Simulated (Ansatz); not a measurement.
# PbS: the cost of one run

Computed with Ansatz 0.2.0, driven from Python. Level of theory: DFT r2SCAN+D3(BJ), plane waves, PAW.

### Step 1. Starting point

It takes space group P1 (No. 1, triclinic). The conventional cell has a = 4.220 Å, b = 4.220 Å, c = 22.306 Å, α = 93.81°, β = 93.81°, γ = 90.05°. Pb (site symmetry 1) has 5 S at 2.66 to 3.06 Å as nearest neighbours. Pb (site symmetry 1) is surrounded by 5 S at 2.68 to 3.09 Å. Around S (site symmetry 1) lie 5 Pb at 2.68 to 3.06 Å. S (site symmetry 1) is surrounded by 5 Pb at 2.66 to 3.09 Å.

The script holds or builds the structure itself.

### Step 2. Script

File run_scf.py:

```python
# -*- coding: utf-8 -*-
from collections import defaultdict
from pathlib import Path
import logging
import sys
import warnings

import ansatz
from ase.io.cube import read_cube_data
from ase.units import Bohr
import numpy as np
import pandas as pd

logging.basicConfig(stream=sys.stdout, format="[%(levelname)s] %(message)s")
logger = logging.getLogger("pbs")
logger.setLevel(logging.INFO)

warnings.simplefilter("ignore", ansatz.DeckWarning)

crystal = (
    ansatz.Lattice.of([2.98282, -2.98531, 0.0], [2.98282, 2.98531, 0.0], [-2.09833, 0.0, 22.20667])
    .atom("Pb", [0.72903, 0.71721, 0.93583])
    .atom("Pb", [0.27465, 0.26442, 0.06455])
    .atom("S", [0.24654, 0.21306, 0.94408])
    .atom("S", [0.79314, 0.75172, 0.05547])
)

calculation = (
    crystal.calculation()
    .functional("r2scan", dispersion="d3bj")
    .basis(300)
    .kpoints(mesh=(4, 4, 1))
    .occupations("fixed")
    .mixing("msr1", beta=0.3)
    .scf(tolerance=1e-07, max_iterations=200)
    .compute(bader_charges=True, density_of_states={"energy_step": 0.1, "method": "smearing", "broadening_width": 0.2, "projected": True}, density=True, output_files={"volumetric_format": ["cube", "npy"]})
)
session = calculation.session()
planned = session.plan(threads=1)
result = planned.execute()
summary = result.report

for key in ("converged", "n_iterations", "n_electrons", "n_kpoints", "n_pw", "n_symmetry_ops", "free_energy_ev", "fermi_energy_ev"):
    logger.info(f"{key:18s} {summary[key]}")

basins = result.bader_charges()
frame = pd.DataFrame([(a.symbol, a.partial_charge_e, a.basin.volume_ang3) for a in basins.atoms], columns=["atom", "charge (e)", "volume (A^3)"])
print(frame.round(3).to_string())
print("sum of charges", round(frame["charge (e)"].sum(), 4), " sum of volumes", round(frame["volume (A^3)"].sum(), 3))

dos = result.density_of_states()
energy = np.asarray(dos.energies_ev) - dos.fermi_ev
projected = result.projected_density_of_states()
by_shell = defaultdict(float)
for site in projected.sites:
    for shell in site.shells:
        for part in shell.curves:
            by_shell[f"{site.species} {'spdf'[shell.l]}"] += np.sum(part.g_bin_mean_per_ev, axis=0)
logger.info("E - E_F  " + " ".join(f"{name:>7s}" for name in by_shell))
for e in np.arange(-8, 8 + 0.1, 1.0):
    logger.info(f"{e:7.1f}  " + " ".join(f"{np.interp(e, energy, curve):7.3f}" for curve in by_shell.values()))

folder = Path(result.write_results("cubes"))
print("\n".join((folder / "rho.cube").read_text().splitlines()[: 6 + 4]))
values, cube_atoms = read_cube_data(str(folder / "rho.cube"))
print("electrons from the file:", round(values.mean() * cube_atoms.get_volume() / Bohr ** 3, 3))
```

### Step 3. The run

Run with:

```
$ python run_scf.py
```

Q: Estimate wall time and peak memory on 1 thread of Arm Neoverse N1, shared host.

About 68 s, with a peak of 0.7 GiB.
